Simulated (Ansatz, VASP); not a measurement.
# Pt in VASP and in Ansatz

```xyz
4
Lattice="1.3555 -4.9848 0.0000 1.3555 4.9848 0.0000 0.0000 0.0000 4.7142" Properties=species:S:1:pos:R:3 pbc="T T T"
Pt    1.3555    3.6858    4.7142
Pt    1.3555   -1.2989    2.3572
Pt    1.3555   -3.6858    0.0000
Pt    1.3555    1.2989    2.3571
```

Alike in both runs: functional r2SCAN; k mesh 6 × 6 × 4; occupations gaussian, width 0.1 eV; no spin polarisation.

Ansatz relaxed the structure, and its values are those at the end. VASP's run is a single point on that final structure, the one shown.

|  | VASP | Ansatz |
| --- | --- | --- |
| version | VASP 6.6.1 | Ansatz 0.2.0 |
| potentials or method | VASP PAW PBE potentials, release 64 (Pt) | scalar-relativistic, plane waves, PAW |
| plane-wave cutoff (eV) | 520 | 500 |
| valence electrons in the cell | 40 | 72 |

VASP gave:

| Item | Value |
| --- | --- |
| gap on the k mesh at the Fermi level (eV) | none |
| pressure (GPa) | 0.3 |
| rms of the force components (eV/Å) | 0.003 |

Q: Estimate Ansatz's values.

A: gap on the k mesh at the Fermi level (eV): none; pressure (GPa): -0.3; rms of the force components (eV/Å): 0.004.

A gap of «none» marks a metal or a gap that the smearing closes. The two sets of potentials don't hold the same shells in valence.

Caveats: the k mesh is coarse (spacing up to 0.40 Å⁻¹), so the values aren't converged; the PAW data sets were made with another functional, which shifts forces and pressure a little (VASP). Spin-orbit coupling is left out, which matters for the levels of Pt.
